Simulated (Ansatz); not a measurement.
Crystal: Yb.

```xyz
1
Lattice="0.0000 2.7431 2.7431 2.7431 0.0000 2.7431 2.7431 2.7431 0.0000" Properties=species:S:1:pos:R:3 pbc="T T T"
Yb    0.0000    0.0000    0.0000
```

Base run:

```yaml
Program: Ansatz 0.2.0
Functional: PBE
Potentials_or_basis: Ansatz PAW
Cutoff: "420 eV (not typed: the program's choice for these potentials)"
k_mesh: 8 × 8 × 8
Occupations: fermi-dirac, width 0.05 eV
Spin: collinear spin, ferromagnetic start
Starting_moments: "[1.0] μB"
```

Its results: band gap on the k mesh none (metal or under the smearing width); pressure -2.1 GPa; net moment 0.00 μB per cell.

Problem. The run is repeated on the same cell with these changes: spin from collinear spin, ferromagnetic start to non-collinear spin, ferromagnetic start, spin-orbit coupling; potential files from those of the base run to others of the same set; moments at the start from [1.0] to [1.0, 0.0, 0.0]. What comes out?

Solution. Band gap on the k mesh none (metal or under the smearing width); pressure -2.7 GPa; net moment 0.00 μB per cell.

Caveats: the starting moments weren't kept; spin-orbit coupling is left out, which moves the levels of the heavy elements (some runs); the thresholds are loose for stress (some runs).
